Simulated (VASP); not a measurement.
A run of VASP 6.6.1 is set up as follows.

INCAR

```
PREC = Accurate
ENCUT = 600
EDIFF = 1E-6
ISMEAR = 0
SIGMA = 0.03
LREAL = False
LASPH = True
NELM = 80
ALGO = Normal
ISIF = 3
LWAVE = False
LCHARG = False
GGA = PE
IBRION = 2
NSW = 90
EDIFFG = -0.01
```

File KPOINTS:

```
regular mesh
0
Gamma
  10 10 10
```

The input POSCAR:

```
CdF2
1.0
    0.0000000000      2.6940000000      2.6940000000
    2.6940000000      0.0000000000      2.6940000000
    2.6940000000      2.6940000000      0.0000000000
Cd F
1 2
Direct
    0.0000000000      0.0000000000      0.0000000000
    0.2500000000      0.2500000000      0.2500000000
    0.7500000000      0.7500000000      0.7500000000
```

Potentials or basis: VASP PAW PBE potentials, release 64 (Cd, F).

Command:

```console
$ cat potpaw_PBE.64/Cd/POTCAR potpaw_PBE.64/F/POTCAR > POTCAR
$ mpirun -np 1 vasp_std > vasp.out
```

Q: Estimate the relaxed cell.

A: a = 3.882 Å, b = 3.882 Å, c = 3.882 Å, α = 60.00°, β = 60.00°, γ = 60.00°.

Q: What does it give for the relaxed volume?

A: 13.78 Å³/atom.

Final structure:
```
CELL_PARAMETERS angstrom
0.00000 2.74473 2.74473
2.74473 0.00000 2.74473
2.74473 2.74473 0.00000
ATOMIC_POSITIONS crystal
Cd 0.00000 0.00000 0.00000
F 0.25000 0.25000 0.25000
F 0.75000 0.75000 0.75000
```

PBE usually gives volumes a little too large and moduli too small. Zero-point motion and thermal expansion aren't in these numbers.
